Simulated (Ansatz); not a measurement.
**Ti2C under changes of volume**

One of the cells (13.194 Å³/atom); the others are scaled copies at fixed shape and fractional positions:

```
CELL_PARAMETERS angstrom
1.54070 0.88952 4.81377
-1.54070 0.88952 4.81377
0.00000 -1.77905 4.81377
ATOMIC_POSITIONS crystal
Ti 0.75450 0.75450 0.75450
Ti 0.24550 0.24550 0.24550
C 0.50000 0.50000 0.50000
```

The cell comes from a database or a generator and needn't be the stable form of this composition.

| Quantity | Value |
| --- | --- |
| Program | Ansatz 0.2.0 |
| Functional | r2SCAN |
| Potentials or basis | Ansatz PAW |
| Cutoff | 500 eV (not typed: the program's choice for these potentials) |
| k mesh | 10 × 10 × 10 |
| Occupations | fermi-dirac, width 0.05 eV |
| Spin | no spin polarisation |

```csv
volume (Å³/atom),energy over the lowest point (meV/atom),pressure (GPa),largest force (eV/Å)
12.403,?,?,?
12.667,11.74,8.0,0.397
12.931,2.40,3.6,0.154
13.194,0.00,-0.4,0.071
13.458,3.88,-4.1,0.279
13.722,13.45,-7.4,0.472
13.986,28.17,-10.3,0.650
```

Q: What does the run at 12.403 Å³/atom give?

A: Energy over the lowest point 28.75 meV/atom; pressure 12.9 GPa; largest force 0.660 eV/Å.

Worked out: A Birch-Murnaghan fit of order 3 (a polynomial in V^(-2/3)) to the other rows has its minimum at 13.16 Å³/atom with B0 = V·E''(V) = 193 GPa and B' = 4.0 at fixed shape and positions, which overstates the stiffness. It gives 28.78 meV/atom at 12.403 Å³/atom, against the run's 28.75, and -dE/dV = 12.8 GPa, against 12.9.

Energies are extrapolated to zero smearing.

Caveats: the PAW data sets come from PBE, with cores solved anew for the run's functional, which leaves a small shift of forces and pressure.
